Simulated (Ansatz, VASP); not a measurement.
**Two plane-wave programs on MgO**

```
Mg O
1.0
     3.48638    0.00000    0.00000
    -1.74319    3.01929    0.00000
     0.00000    0.00000    4.17804
Mg O
2 2
Cartesian
  1.7432 1.0064 3.1335
  0.0000 2.0129 1.0445
  1.7432 1.0064 1.0445
  0.0000 2.0129 3.1335
```

Measurements of this composition are mostly on another form, of space group No. 225.

Alike in both runs: task single point; functional r2SCAN; k mesh 9 × 9 × 8; occupations gaussian, width 0.05 eV; no spin polarisation.

```csv
,VASP,Ansatz
version,VASP 6.6.1,Ansatz 0.2.0
potentials or method,"VASP PAW PBE potentials, release 64 (Mg, O)","scalar-relativistic, plane waves, PAW"
plane-wave cutoff (eV),520,500
valence electrons in the cell,16,32
```

Ansatz gave:

| Property | Result |
| --- | --- |
| gap on the k mesh at the Fermi level (eV) | 4.10 |
| pressure (GPa) | 0.1 |
| largest component of the traceless stress (GPa) | 0.29 |

Task: Estimate VASP's values.

Result: gap on the k mesh at the Fermi level (eV): 4.08; pressure (GPa): -0.7; largest component of the traceless stress (GPa): 0.11.

The two sets of potentials don't hold the same shells in valence.

Caveats: the PAW data sets were made with another functional, which shifts forces and pressure a little (VASP); an odd mesh through Γ misses points on the zone boundary, where band edges often lie. r2SCAN opens gaps a little over a GGA but as a rule still falls short of measured ones.
